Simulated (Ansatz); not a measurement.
SiNi:

```
CELL_PARAMETERS angstrom
4.50369 0.00000 0.00000
0.00000 4.50369 0.00000
0.00000 0.00000 4.50369
ATOMIC_POSITIONS crystal
Ni 0.14950 0.14950 0.14950
Ni 0.64950 0.35050 0.85050
Ni 0.85050 0.64950 0.35050
Ni 0.35050 0.85050 0.64950
Si 0.84683 0.84683 0.84683
Si 0.34683 0.65317 0.15317
Si 0.15317 0.34683 0.65317
Si 0.65317 0.15317 0.34683
```

The cell is a database's computed one.

- Program: Ansatz 0.2.0
- Task: relaxation of cell and atoms
- Functional: revPBE
- Dispersion: D3(BJ)
- Potentials or basis: Ansatz PAW
- Cutoff: 420 eV (not typed: the program's choice for these potentials)
- k mesh: 6 × 6 × 6
- Occupations: fermi-dirac, width 0.05 eV
- Spin: collinear spin, ferromagnetic start
- Starting moments: [1.0, 1.0, 1.0, 1.0, 0.0, 0.0, 0.0, 0.0] μB

At the start: volume 11.42 Å³/atom.

**Question.** How do energy, volume and symmetry change on relaxing?

**Answer.** It ends after 5 steps and the volume is 10.86 Å³/atom (-4.9 %); space group P2_13 (No. 198, to 0.05 Å); moment 0.00 μB per cell.

Step by step:
```csv
step,energy change (eV),largest force (eV/Å),volume (Å³)
1,0.0000,0.0315,91.35
2,-0.1073,0.0170,88.89
3,-0.1368,0.0038,86.63
4,-0.1371,0.0004,86.87
5,-0.1354,0.0004,86.87
```

Final structure:
```
CELL_PARAMETERS angstrom
4.42888 0.00000 0.00000
0.00000 4.42888 0.00000
0.00000 0.00000 4.42888
ATOMIC_POSITIONS crystal
Ni 0.14954 0.14954 0.14954
Ni 0.64954 0.35046 0.85046
Ni 0.85046 0.64954 0.35046
Ni 0.35046 0.85046 0.64954
Si 0.84704 0.84704 0.84704
Si 0.34704 0.65296 0.15296
Si 0.15296 0.34704 0.65296
Si 0.65296 0.15296 0.34704
```

Caveat: the plane-wave basis is chosen anew once the cell has moved, so the energies of steps on either side of that aren't comparable; pairwise dispersion overbinds metals, which lowers pressure and volume; the PAW data sets come from PBE, with cores solved anew for the run's functional, which leaves a small shift of forces and pressure; the starting moments weren't kept.
